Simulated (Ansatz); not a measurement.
Runs of Ansatz 0.2.0 on Ge. The structure is cubic, space group Fd-3m (No. 227). Conventional cell: a = 5.658 Å, b = 5.658 Å, c = 5.658 Å, α = 90.00°, β = 90.00°, γ = 90.00°. Ge (site symmetry -43m) has 4 Ge at 2.45 Å as nearest neighbours. 

```tsv
level	share of exact exchange	gap on the mesh (eV)	pressure (GPa)
PBE0 form with a typed share of exact exchange	0.35	(c)	-0.2
PBE0 form with a typed share of exact exchange	0.5	(b)	-1.6
PBE0	0.25	(a)	0.8
PBE0 form with a typed share of exact exchange	0.15	0.89	1.8
PBE0 form with a typed share of exact exchange	0.1	0.59	2.4
```

Alike in all rows: task single point; potentials or basis Ansatz PAW; no spin polarisation; cell as given; k mesh 5 × 5 × 5; cutoff (eV) 420; smearing fermi-dirac 0.05 eV.

Problem. Estimate the missing entries.

Solution. (a) 1.50; (b) 2.95; (c) 2.09.

Caveats: odd divisions of the mesh miss points on the zone boundary, where band edges often lie, so the gap on the mesh can be too wide; the PAW data sets come from PBE, with cores solved anew for the run's functional, which leaves a small shift of forces and pressure; the thresholds are loose for stress.

A k mesh can miss the band edges, and the runs leave out spin-orbit coupling on Ge.
